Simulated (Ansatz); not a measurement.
# InSb: the cost of one run

Computed with Ansatz 0.2.0 (DFT PBEsol, scalar-relativistic, plane waves, PAW, unless a step's input says otherwise).

3 further runs of the same task are left out: 3 set aside as unsound or not needed.

## Step 1: Starting point

Symmetry: F-43m, No. 216, cubic system. Conventional cell: a = 6.520 Å, b = 6.520 Å, c = 6.520 Å, α = 90.00°, β = 90.00°, γ = 90.00°. Around In (site symmetry -43m) lie 4 Sb at 2.82 Å. Sb (site symmetry -43m) is surrounded by 4 In at 2.82 Å.

As a file:

```cif
data_structure
_symmetry_space_group_name_H-M 'P 1'
_symmetry_Int_Tables_number 1
_cell_length_a 4.6102
_cell_length_b 4.6102
_cell_length_c 4.6102
_cell_angle_alpha 60.000
_cell_angle_beta 60.000
_cell_angle_gamma 60.000
_cell_volume 69.29
loop_
_atom_site_label
_atom_site_type_symbol
_atom_site_fract_x
_atom_site_fract_y
_atom_site_fract_z
_atom_site_occupancy
In1 In 0.00000 0.00000 0.00000 1
Sb1 Sb 0.75000 0.75000 0.75000 1
```

It is the result of an earlier relaxation at this level (volume 34.64 Å³/atom; gap on the mesh: none (metal)).

## Step 2: The undisturbed cell

File input.yaml:

```yaml
crystal:
  lattice:
    - [0.0, 3.25992906, 3.25992906]
    - [3.25992906, 0.0, 3.25992906]
    - [3.25992906, 3.25992906, 0.0]
  atoms:
    - { symbol: In, position: [0.0, 0.0, 0.0] }
    - { symbol: Sb, position: [0.75, 0.75, 0.75] }
basis:
  ecutwfc: 420
kpoints:
  mp_grid: { grid: [16, 16, 16] }
hamiltonian:
  xc: pbesol
scf:
  occupations: { method: gaussian, width: 0.15 }
output:
  forces: true
  stress: true
  eigenvalues: true
```

Launch:

```
$ ansatz run input.yaml --threads 2 --pin off --max-ram 5120MiB --backend cpu --events-out ev --progress --plain --runs-dir out
```

Q: Estimate wall time and peak memory on 2 threads of AMD EPYC 7R43 (Zen 3), shared host.

About 8.9 s, with a peak of 0.54 GiB.
